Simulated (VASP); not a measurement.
**Hg: elastic constants with optPBE-vdW**

Hg:

```xyz
2
Lattice="3.4618 0.0000 0.0000 -1.7309 2.9980 0.0000 0.0000 0.0000 5.4875" Properties=species:S:1:pos:R:3 pbc="T T T"
Hg    0.0000    1.9987    1.3719
Hg    1.7309    0.9993    4.1157
```

```json
{
  "Program": "VASP 6.6.1",
  "Task": "elastic constants",
  "Functional": "optPBE-vdW",
  "Potentials or basis": "VASP PAW PBE potentials, release 64 (Hg)",
  "Cutoff": "600 eV",
  "k mesh": "7 × 7 × 4",
  "Occupations": "methfessel-paxton, width 0.2 eV",
  "Spin": "no spin polarisation",
  "Ions in elastic constants": "relaxed",
  "Further INCAR settings": "ALGO = Normal; EDIFF = 1e-08; IBRION = 6; POTIM = 0.015; NSW = 1; ISIF = 3"
}
```

* Relaxed volume: 33.22 Å³/atom
* Relaxed cell: a = 3.635 Å, b = 3.635 Å, c = 5.805 Å, α = 90.00°, β = 90.00°, γ = 120.00°
* Space group after relaxing (to 0.05 Å): P6_3/mmc (No. 194)
* Voigt bulk modulus: 8 GPa
* Highest phonon frequency at Γ: 47 cm⁻¹

Step by step:
| step | energy change (eV) | largest force (eV/Å) | pressure (GPa) | volume (Å³) |
| --- | --- | --- | --- | --- |
| 1 | 0.0000 | 0.0000 | 1.97 | 56.95 |
| 2 | -0.0283 | 0.0000 | 1.17 | 59.89 |
| 3 | -0.0490 | 0.0000 | 0.20 | 64.92 |
| 4 | -0.0498 | 0.0000 | 0.04 | 66.10 |
| 5 | -0.0499 | 0.0000 | 0.00 | 66.39 |
| 6 | -0.0499 | 0.0000 | 0.00 | 66.40 |
| 7 | -0.0499 | 0.0000 | 0.00 | 66.42 |
| 8 | -0.0499 | 0.0000 | 0.00 | 66.47 |
| 9 | -0.0499 | 0.0000 | 0.00 | 66.44 |

Final structure:
```
Hg
1.0
     3.63542    0.00000    0.00000
    -1.81771    3.14837    0.00000
     0.00000    0.00000    5.80452
Hg
2
Direct
  0.33333 0.66667 0.25000
  0.66667 0.33333 0.75000
```

Phonon frequencies in cm⁻¹ (negative: imaginary):
```
              q point     frequencies
(0.000, 0.000, 0.000)  0 0 0 20 20 47
```

Elastic tensor in Voigt notation (GPa, in the Cartesian axes of the cell as first typed):
```
11  9  4  0  0  0
 9 11  4  0  0  0
 4  4 18  0  0  0
 0  0  0  3  0  0
 0  0  0  0  3  0
 0  0  0  0  0  1
```

Clamped-ion elastic tensor (GPa):
```
13  7  4  0  0  0
 7 13  4  0  0  0
 4  4 18  0  0  0
 0  0  0  3  0  0
 0  0  0  0  3  0
 0  0  0  0  0  3
```

It took 35 min on 1 thread of Intel(R) Xeon(R) Platinum 8488C (Sapphire Rapids), on a shared host, peak memory 0.48 GiB.

Caveat: the volume moved by over 15 % at a fixed basis, so the end points are rough; the PAW data sets were made with another functional, which shifts forces and pressure a little. Spin-orbit coupling is left out, which matters for the levels of Hg.
